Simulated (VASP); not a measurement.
# KI (Fm-3m) in VASP: settings compared, part 3 of 3

VASP 6.6.1. The steps go on from the part before.

## 6. Electric field gradients, PBE

Input file INCAR:

```
  ALGO = Normal
  EDIFF = 1E-7
  ENCUT = 520
  GGA = PE
  ISIF = 2
  ISMEAR = -1
  LASPH = True
  LCHARG = False
  LEFG = True
  LREAL = False
  LWAVE = False
  NELM = 100
  PREC = Accurate
  SIGMA = 0.02
```

Input file KPOINTS:

```
k-points
0
Gamma
  6 6 6
```

Input file POSCAR:

```
KI
1.0
    0.0000000000      3.5327750000      3.5327750000
    3.5327750000      0.0000000000      3.5327750000
    3.5327750000      3.5327750000      0.0000000000
K I
1 1
Direct
    0.0000000000      0.0000000000      0.0000000000
    0.5000000000      0.5000000000      0.5000000000
```

Potentials or basis: VASP PAW PBE potentials, release 64 (K_sv, I).

Run with:

```bash
$ cat potpaw_PBE.64/K_sv/POTCAR potpaw_PBE.64/I/POTCAR > POTCAR
$ mpirun -np 1 vasp_std > vasp.out
```

OUTCAR:

```text
EDIFF = 1E-7
   ENCUT = 520
   GGA = PE
   ISIF = 2
   ISMEAR = -1
   LASPH = True
   LREAL = False
   NELM = 100
   PREC = Accurate

 ion  position               nearest neighbor table
   1  0.000  0.000  0.000-   2 3.53   2 3.53   2 3.53   2 3.53   2 3.53   2 3.53
   2  0.500  0.500  0.500-   1 3.53   1 3.53   1 3.53   1 3.53   1 3.53   1 3.53

  LATTYP: Found a face centered cubic cell.
 ALAT       =     7.0655500000

  Lattice vectors:

 A1 = (   0.0000000000,   3.5327750000,   3.5327750000)
 A2 = (   3.5327750000,   0.0000000000,   3.5327750000)
 A3 = (   3.5327750000,   3.5327750000,   0.0000000000)

Analysis of symmetry for initial positions (statically):
=====================================================================
 Subroutine PRICEL returns:
 Original cell was already a primitive cell.

 Routine SETGRP: Setting up the symmetry group for a
 face centered cubic supercell.

 Subroutine GETGRP returns: Found 48 space group operations
 (whereof 48 operations were pure point group operations)
 out of a pool of 48 trial point group operations.

The static configuration has the point symmetry O_h .

Analysis of symmetry for dynamics (positions and initial velocities):
=====================================================================
 Subroutine PRICEL returns:
 Original cell was already a primitive cell.

 Routine SETGRP: Setting up the symmetry group for a
 face centered cubic supercell.

 Subroutine GETGRP returns: Found 48 space group operations
 (whereof 48 operations were pure point group operations)
 out of a pool of 48 trial point group operations.

The dynamic configuration has the point symmetry O_h .

 Subroutine INISYM returns: Found 48 space group operations
 (whereof 48 operations are pure point group operations),
 and found     1 'primitive' translations

----------------------------------------------------------------------------------------

                                     Primitive cell

  volume of cell :      88.1816

  direct lattice vectors                    reciprocal lattice vectors
     0.000000000  3.532775000  3.532775000    -0.141531799  0.141531799  0.141531799
     3.532775000  0.000000000  3.532775000     0.141531799 -0.141531799  0.141531799
     3.532775000  3.532775000  0.000000000     0.141531799  0.141531799 -0.141531799

  length of vectors
     4.996098318  4.996098318  4.996098318     0.245140266  0.245140266  0.245140266

  position of ions in fractional coordinates (direct lattice)
     0.000000000  0.000000000  0.000000000
     0.500000000  0.500000000  0.500000000

  ion indices of the primitive-cell ions
   primitive index   ion index
                 1           1
                 2           2

----------------------------------------------------------------------------------------

 KPOINTS: k-points

Automatic generation of k-mesh.
 Grid dimensions read from file:
 generate k-points for:    6    6    6

 Generating k-lattice:
[... 70 lines left out ...]
   IALGO  =     38    algorithm
   IMIX   =      4    mixing-type and parameters
     AMIX     =   0.40;   BMIX     =  1.00
     AMIX_MAG =   1.60;   BMIX_MAG =  1.00
  volume/ion in A,a.u.               =      44.09       297.54
  Fermi-wavevector in a.u.,A,eV,Ry     =   0.926806  1.751409 11.686988  0.858969
  Thomas-Fermi vector in A             =   2.052808
   LORBIT       =      0    0 simple, 1 ext, 2 COOP (PROOUT), +10 PAW based schemes
   GGA     = PE    functional components
   LHFCALC =     F    Hartree Fock is set to
   AEXX    =    0.0000 exact exchange contribution
   IVDW    =     0    specifies the selected vdW correction
   LEPSILON=     F    determine dielectric tensor
   LRPA    =     F    only Hartree local field effects (RPA)
 non-spin polarized calculation
  energy-cutoff  :      520.00
  volume of cell :       88.18
 maximum number of plane-waves:      2421
 NGX is ok and might be reduce to    40
   NGX = 19   NGY = 19   NGZ = 19

 number of electron      15.9999999 magnetization

 Free energy of the ion-electron system (eV)
  ---------------------------------------------------
  ext. energy  EPLUGINS =         0.00000000
  ---------------------------------------------------
  free energy    TOTEN  =        -5.55639672 eV

  energy without entropy =       -5.55639672  energy(sigma->0) =       -5.55639672

 E-fermi :   0.0814     XC(G=0):  -7.1775

 val. band max:       -0.4154767948   @ k =   0.0000   0.0000   0.0000
 cond. band min:       3.5474406629   @ k =   0.0000   0.0000   0.0000
 fundamental gap:      3.9629174577
 Fermi energy:         0.0813789302

 k-point     1 :       0.0000    0.0000    0.0000
  band No.  band energies     occupation
      1     -28.9174      2.00000
      2     -12.4051      2.00000
      3     -12.4051      2.00000
      4     -12.4051      2.00000
      5     -10.9174      2.00000
      6      -0.4155      2.00000
      7      -0.4155      2.00000
      8      -0.4155      2.00000
      9       3.5474      0.00000
     10       6.0812      0.00000
     11       6.0812      0.00000
     12       6.0812      0.00000
[... 211 lines left out ...]
 k-point    16 :      -0.3333    0.5000    0.1667
  band No.  band energies     occupation
      1     -28.9147      2.00000
      2     -12.4475      2.00000
      3     -12.4435      2.00000
      4     -12.4300      2.00000
      5     -10.7300      2.00000
      6      -1.2861      2.00000
      7      -0.9774      2.00000
      8      -0.9589      2.00000
      9       5.2507      0.00000
     10       5.9743      0.00000
     11       6.9925      0.00000
     12       7.9051      0.00000

------------------------ aborting loop because EDIFF is reached ----------------------------------------

  FORCE on cell =-STRESS in cart. coord.  units (eV):
  Direction    XX          YY          ZZ          XY          YZ          ZX
  --------------------------------------------------------------------------------------
  -------------------------------------------------------------------------------------
  Total        0.3367477      0.3367477      0.3367477      0.0000000     -0.0000000     -0.0000000
  in kB        6.1183916      6.1183916      6.1183916      0.0000000     -0.0000000     -0.0000000
  external PRESSURE =       6.1183916 kB  Pullay stress =       0.0000000 kB

 VOLUME and BASIS-vectors are now :
 -----------------------------------------------------------------------------
  energy-cutoff  :      520.00
  volume of cell :       88.18
      direct lattice vectors                 reciprocal lattice vectors
     0.000000000  3.532775000  3.532775000    -0.141531799  0.141531799  0.141531799
     3.532775000  0.000000000  3.532775000     0.141531799 -0.141531799  0.141531799
     3.532775000  3.532775000  0.000000000     0.141531799  0.141531799 -0.141531799

 POSITION                                       TOTAL-FORCE (eV/Angst)
 -----------------------------------------------------------------------------------
      0.00000      0.00000      0.00000        -0.000000      0.000000     -0.000000
      3.53277      3.53277      3.53277         0.000000     -0.000000      0.000000
 -----------------------------------------------------------------------------------
    total drift:                                0.000000     -0.000000     -0.000000

  FREE ENERGIE OF THE ION-ELECTRON SYSTEM (eV)
  ---------------------------------------------------
  free  energy   TOTEN  =        -5.5563967202 eV

  energy  without entropy=       -5.5563967202  energy(sigma->0) =       -5.55639672

 Electric field gradients (V/A^2)
---------------------------------------------------------------------
 ion       V_xx      V_yy      V_zz      V_xy      V_xz      V_yz
---------------------------------------------------------------------
   1       0.000    -0.000    -0.000    -0.000    -0.000    -0.000
   2      -0.000     0.000    -0.000    -0.000    -0.000    -0.000
---------------------------------------------------------------------

 Electric field gradients after diagonalization (V/A^2)
 (convention: |V_zz| > |V_xx| > |V_yy|)
----------------------------------------------------------------------
 ion       V_xx      V_yy      V_zz     asymmetry (V_yy - V_xx)/ V_zz
----------------------------------------------------------------------
   1       0.000     0.000    -0.001       0.000
   2       0.000     0.000    -0.000       0.000
----------------------------------------------------------------------

           NMR quadrupolar parameters

 Cq : quadrupolar parameter    Cq=e*Q*V_zz/h
 eta: asymmetry parameters     (V_yy - V_xx)/ V_zz
 Q  : nuclear electric quadrupole moment in mb (millibarn)
----------------------------------------------------------------------
 ion       Cq(MHz)       eta       Q (mb)
----------------------------------------------------------------------
   1      -0.000       0.000       1.000
   2      -0.000       0.000       1.000
----------------------------------------------------------------------
```

Run time: 28 s. Hardware: 1 thread of Intel Xeon Platinum 8488C (Sapphire Rapids), shared host; peak memory 0.23 GiB.

What came out:

| Property | Result |
| --- | --- |
| Free energy | -5.5564 eV |
| Pressure | 0.6 GPa |
| Band gap on the k mesh | 3.96 eV, direct |

Levels at points of the mesh, in eV from the valence-band top:
```csv
k point,band 6,band 7,band 8,band 9,band 10,band 11
"(0.00, 0.00, 0.00)",0.00,0.00,0.00,3.96,6.50,6.50
"(0.50, 0.00, 0.00)",-1.32,-0.34,-0.34,5.52,7.71,8.14
"(0.50, 0.50, 0.00)",-1.00,-0.37,-0.37,4.93,5.77,8.10
```

Electric field gradients, principal values (V/Å²):
```csv
atom,Vxx,Vyy,Vzz
1 K,0.000,0.000,-0.001
2 I,0.000,0.000,0.000
```

Caveat: spin-orbit coupling is left out, which moves the levels of the heavy elements.

## 7. Electric field gradients, r2SCAN

INCAR: that of step 6 with these lines changed.

```diff
@@ -3,3 +3,2 @@
   ENCUT = 520
-  GGA = PE
   ISIF = 2
@@ -9,4 +8,6 @@
   LEFG = True
+  LMIXTAU = True
   LREAL = False
   LWAVE = False
+  METAGGA = R2SCAN
   NELM = 100
```

KPOINTS is that of step 6.

POSCAR is that of step 6.

Potentials or basis: VASP PAW PBE potentials, release 64 (K_sv, I).

Run with:

```bash
$ cat potpaw_PBE.64/K_sv/POTCAR potpaw_PBE.64/I/POTCAR > POTCAR
$ mpirun -np 1 vasp_std > vasp.out
```

OUTCAR:

```text
EDIFF = 1E-7
   ENCUT = 520
   ISIF = 2
   ISMEAR = -1
   LASPH = True
   LREAL = False
   METAGGA = R2SCAN
   NELM = 100
   PREC = Accurate

 ion  position               nearest neighbor table
   1  0.000  0.000  0.000-   2 3.53   2 3.53   2 3.53   2 3.53   2 3.53   2 3.53
   2  0.500  0.500  0.500-   1 3.53   1 3.53   1 3.53   1 3.53   1 3.53   1 3.53

  LATTYP: Found a face centered cubic cell.
 ALAT       =     7.0655500000

  Lattice vectors:

 A1 = (   0.0000000000,   3.5327750000,   3.5327750000)
 A2 = (   3.5327750000,   0.0000000000,   3.5327750000)
 A3 = (   3.5327750000,   3.5327750000,   0.0000000000)

Analysis of symmetry for initial positions (statically):
=====================================================================
 Subroutine PRICEL returns:
 Original cell was already a primitive cell.

 Routine SETGRP: Setting up the symmetry group for a
 face centered cubic supercell.

 Subroutine GETGRP returns: Found 48 space group operations
 (whereof 48 operations were pure point group operations)
 out of a pool of 48 trial point group operations.

The static configuration has the point symmetry O_h .

Analysis of symmetry for dynamics (positions and initial velocities):
=====================================================================
 Subroutine PRICEL returns:
 Original cell was already a primitive cell.

 Routine SETGRP: Setting up the symmetry group for a
 face centered cubic supercell.

 Subroutine GETGRP returns: Found 48 space group operations
 (whereof 48 operations were pure point group operations)
 out of a pool of 48 trial point group operations.

The dynamic configuration has the point symmetry O_h .
[... 375 lines left out ...]
      3     -13.1665      2.00000
      4     -13.1533      2.00000
      5     -11.3677      2.00000
      6      -1.6437      2.00000
      7      -1.3275      2.00000
      8      -1.2970      2.00000
      9       5.3789      0.00000
     10       6.3752      0.00000
     11       7.2072      0.00000
     12       8.3511      0.00000

------------------------ aborting loop because EDIFF is reached ----------------------------------------

  FORCE on cell =-STRESS in cart. coord.  units (eV):
  Direction    XX          YY          ZZ          XY          YZ          ZX
  --------------------------------------------------------------------------------------
  -------------------------------------------------------------------------------------
  Total        0.0803543      0.0803543      0.0803543     -0.0000000      0.0000000     -0.0000000
  in kB        1.4599622      1.4599622      1.4599622     -0.0000000      0.0000000     -0.0000000
  external PRESSURE =       1.4599622 kB  Pullay stress =       0.0000000 kB

 VOLUME and BASIS-vectors are now :
 -----------------------------------------------------------------------------
  energy-cutoff  :      520.00
  volume of cell :       88.18
      direct lattice vectors                 reciprocal lattice vectors
     0.000000000  3.532775000  3.532775000    -0.141531799  0.141531799  0.141531799
     3.532775000  0.000000000  3.532775000     0.141531799 -0.141531799  0.141531799
     3.532775000  3.532775000  0.000000000     0.141531799  0.141531799 -0.141531799

 POSITION                                       TOTAL-FORCE (eV/Angst)
 -----------------------------------------------------------------------------------
      0.00000      0.00000      0.00000         0.000000      0.000000      0.000000
      3.53277      3.53277      3.53277        -0.000000     -0.000000     -0.000000
 -----------------------------------------------------------------------------------
    total drift:                                0.000000     -0.000000     -0.000000

  FREE ENERGIE OF THE ION-ELECTRON SYSTEM (eV)
  ---------------------------------------------------
  free  energy   TOTEN  =       -33.9837639075 eV

  energy  without entropy=      -33.9837639075  energy(sigma->0) =      -33.98376391

 Electric field gradients (V/A^2)
---------------------------------------------------------------------
 ion       V_xx      V_yy      V_zz      V_xy      V_xz      V_yz
---------------------------------------------------------------------
   1       0.000     0.000    -0.000    -0.000    -0.000    -0.000
   2      -0.000     0.000     0.000    -0.000    -0.000    -0.000
---------------------------------------------------------------------

 Electric field gradients after diagonalization (V/A^2)
 (convention: |V_zz| > |V_xx| > |V_yy|)
----------------------------------------------------------------------
 ion       V_xx      V_yy      V_zz     asymmetry (V_yy - V_xx)/ V_zz
----------------------------------------------------------------------
   1       0.000     0.000    -0.001       0.000
   2       0.000     0.000    -0.000       0.000
----------------------------------------------------------------------

           NMR quadrupolar parameters

 Cq : quadrupolar parameter    Cq=e*Q*V_zz/h
 eta: asymmetry parameters     (V_yy - V_xx)/ V_zz
 Q  : nuclear electric quadrupole moment in mb (millibarn)
----------------------------------------------------------------------
 ion       Cq(MHz)       eta       Q (mb)
----------------------------------------------------------------------
   1      -0.000       0.000       1.000
   2      -0.000       0.000       1.000
----------------------------------------------------------------------
```

OSZICAR:

```text
N       E                     dE             d eps       ncg     rms          rms(c)
DAV:   1     0.602020819319E+02    0.60202E+02   -0.65541E+03   384   0.113E+03
DAV:   2    -0.307684239411E+02   -0.90971E+02   -0.86149E+02   432   0.254E+02
DAV:   3    -0.369523597370E+02   -0.61839E+01   -0.61542E+01   520   0.599E+01
[... 16 lines left out ...]
DAV:  20    -0.339837584128E+02    0.34734E-05   -0.56918E-06   420   0.326E-02    0.203E-03
DAV:  21    -0.339837634819E+02   -0.50691E-05   -0.30041E-06   420   0.234E-02    0.150E-03
DAV:  22    -0.339837637627E+02   -0.28085E-06   -0.16550E-07   372   0.510E-03    0.107E-03
DAV:  23    -0.339837639590E+02   -0.19628E-06   -0.99672E-08   308   0.463E-03    0.518E-04
DAV:  24    -0.339837639075E+02    0.51463E-07   -0.32518E-08   296   0.204E-03
   1 F= -.33983764E+02 E0= -.33983764E+02  d E =-.134773E-12
```

stdout:

```text
POSCAR found type information on POSCAR K I
 POSCAR found :  2 types and       2 ions
 scaLAPACK will be used
 -----------------------------------------------------------------------------
|                                                                             |
|                                                                             |
|     You enforced a specific xc type in the INCAR file but a different       |
|     I HOPE YOU KNOW WHAT YOU ARE DOING!                                     |
|                                                                             |
 -----------------------------------------------------------------------------

 LDA part: xc-table for (None), standard interpolation
 POSCAR, INCAR and KPOINTS ok, starting setup
 FFT: planning ... GRIDC
 FFT: planning ... GRID_SOFT
 FFT: planning ... GRID
 WAVECAR not read
 entering main loop
ion   1

ion   2
```

It took 2.1 min on 1 thread of Intel Xeon Platinum 8488C (Sapphire Rapids), shared host; peak memory 0.25 GiB.

What came out:

* Free energy: -33.9838 eV
* Pressure: 0.1 GPa
* Band gap on the k mesh: 4.61 eV, direct

Electric field gradients, principal values (V/Å²):
```tsv
atom	Vxx	Vyy	Vzz
1 K	0.000	0.000	-0.001
2 I	0.000	0.000	0.000
```

Caveat: the PAW data sets were made with another functional, which shifts forces and pressure a little; spin-orbit coupling is left out, which moves the levels of the heavy elements.

## 8. The runs side by side

| level | potentials or basis | k mesh | cutoff (eV) | gap on the mesh (eV) | pressure (GPa) |
| --- | --- | --- | --- | --- | --- |
| PBEsol | VASP PAW PBE potentials, release 64 (K_sv, I) | 8 × 8 × 8 | 520 | 3.81 | -0.3 |
| PBEsol | VASP PAW PBE potentials, release 64 (K_sv, I) | 6 × 6 × 6 | 700 | 3.81 | -0.2 |
| PBEsol | VASP PAW PBE potentials, release 64 (K_pv, I) | 6 × 6 × 6 | 500 | 3.81 | -0.1 |
| PBEsol | VASP PAW PBE potentials, release 64 (K_sv, I) | 6 × 6 × 6 | 600 | 3.81 | -0.2 |
| PBE | VASP PAW PBE potentials, release 64 (K_sv, I) | 6 × 6 × 6 | 520 | 3.96 | 0.6 |
| r2SCAN | VASP PAW PBE potentials, release 64 (K_sv, I) | 6 × 6 × 6 | 520 | 4.61 | 0.1 |

Alike in all rows: task electric field gradients; no spin polarisation; cell as given; smearing fermi-dirac 0.02 eV.

Caveats: spin-orbit coupling is left out, which moves the levels of the heavy elements; the PAW data sets were made with another functional, which shifts forces and pressure a little (some runs).

Total energies depend on the potentials used, so only differences within one code and one set of settings carry meaning.

## 9. How close it comes

Step 2. A measured gap of KI is 6.32 eV (a printed reference work, monograph); the calculated 3.81 eV misses it by -2.51 eV. Spin-orbit coupling on I is left out. The value is that of PBEsol on a finite k mesh, which can miss the band edges, without temperature or zero-point motion. Semilocal functionals fall short of measured gaps as a rule.

Step 3. Against the measured gap of KI, 6.32 eV (a printed reference work, monograph), the calculated 3.81 eV is off by -2.51 eV. Spin-orbit coupling on I is left out. The value is that of PBEsol, without temperature or zero-point motion. Semilocal functionals fall short of measured gaps as a rule.

Step 4. Against the measured gap of KI, 6.32 eV (a printed reference work, monograph), the calculated 3.81 eV is off by -2.51 eV. Spin-orbit coupling on I is left out. The value is that of PBEsol, without temperature or zero-point motion. Semilocal functionals fall short of measured gaps as a rule.

Step 5. Against the measured gap of KI, 6.32 eV (a printed reference work, monograph), the calculated 3.81 eV is off by -2.51 eV. Spin-orbit coupling on I is left out. The value is that of PBEsol, without temperature or zero-point motion. Semilocal functionals fall short of measured gaps as a rule.

Step 6. Against the measured gap of KI, 6.32 eV (a printed reference work, monograph), the calculated 3.96 eV is off by -2.36 eV. Spin-orbit coupling on I is left out. The value is that of PBE, without temperature or zero-point motion. Semilocal functionals fall short of measured gaps as a rule.

Step 7. Measured gap of KI: 6.32 eV (a printed reference work, monograph). This calculation gives 4.61 eV (-1.71 eV). Spin-orbit coupling on I is left out. The value is that of r2SCAN, without temperature or zero-point motion.
